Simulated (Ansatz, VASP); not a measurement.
# Al3Cu2: VASP beside Ansatz

```
Al Cu
1.0
     4.03635    0.00000    0.00000
    -2.01817    3.49558    0.00000
     0.00000    0.00000    4.90923
Al Cu
3 2
Direct
  0.00000 0.00000 0.00000
  0.33333 0.66667 0.35137
  0.66667 0.33333 0.64863
  0.33333 0.66667 0.84227
  0.66667 0.33333 0.15773
```

Alike in both runs: functional LDA; k mesh 12 × 12 × 8; occupations fermi-dirac, width 0.15 eV; no spin polarisation.

Ansatz relaxed the structure, and its values are those at the end. VASP's run is a single point on that final structure, the one shown.

|  | VASP | Ansatz |
| --- | --- | --- |
| version | VASP 6.6.1 | Ansatz 0.2.0 |
| potentials or method | VASP PAW LDA potentials, release 64 (Al, Cu) | scalar-relativistic, plane waves, PAW |
| plane-wave cutoff (eV) | 520 | 420 |
| valence electrons in the cell | 31 | 47 |

Ansatz gave:

```
gap on the k mesh at the Fermi level (eV) : none
pressure (GPa)                            : 2.0
```

Question: What did VASP give for the same quantities?

Answer: gap on the k mesh at the Fermi level (eV): none; pressure (GPa): 2.3.

A gap of «none» marks a metal or a gap that the smearing closes. The two sets of potentials don't hold the same shells in valence.
